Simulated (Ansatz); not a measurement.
Free-standing chains of the atoms of CaO, named by their start (strip: triangular double chain, ladder: square double chain); atoms and period are relaxed, and energies count from relaxed bulk CaO (Fm-3m, 14.09 Å³/atom, gap on the mesh 3.66 eV).

Computed with DFT PBE, scalar-relativistic, plane waves, PAW (Ansatz).

Plane waves to 420 eV, a k mesh through Γ of 1×1×28 on the computed 2-atom cell and Gaussian smearing (0.05 eV); collinear spin from starting moments 0.5 0.5 μB.

Start (strip chain):

```
Ca O
1.0
    11.00000    0.00000    0.00000
     0.00000    9.30000    0.00000
     0.00000    0.00000    2.30396
Ca O
1 1
Direct
  0.41108 0.50000 0.00000
  0.58892 0.50000 0.50000
```

What does the relaxation give?

The free energy falls by 2367 meV/atom. It ends far from its start (an atom moved by over half a bond, or the period changed much).

- excess energy (eV per host atom): 1.399
- period (Å): 4.148
- gap on the mesh (eV): 1.44
- highest filled level or Fermi level under vacuum (eV): 3.19
- size of the moment (μB per cell): 0.00

Relaxed structure:
```yaml
crystal:
  lattice:
    - [11.00000, 0.00000, 0.00000]
    - [0.00000, 9.30000, 0.00000]
    - [0.00000, 0.00000, 4.14799]
  atoms:
    - { symbol: Ca, position: [0.49176, 0.50000, 0.00000] }
    - { symbol: O, position: [0.50824, 0.50000, 0.50000] }
```

Each run keeps its start's symmetry and one magnetic start, so lower states can exist.

Time: 3.5 min on 2 threads of Arm Neoverse V2, with other jobs on the host, peak memory 0.64 GiB.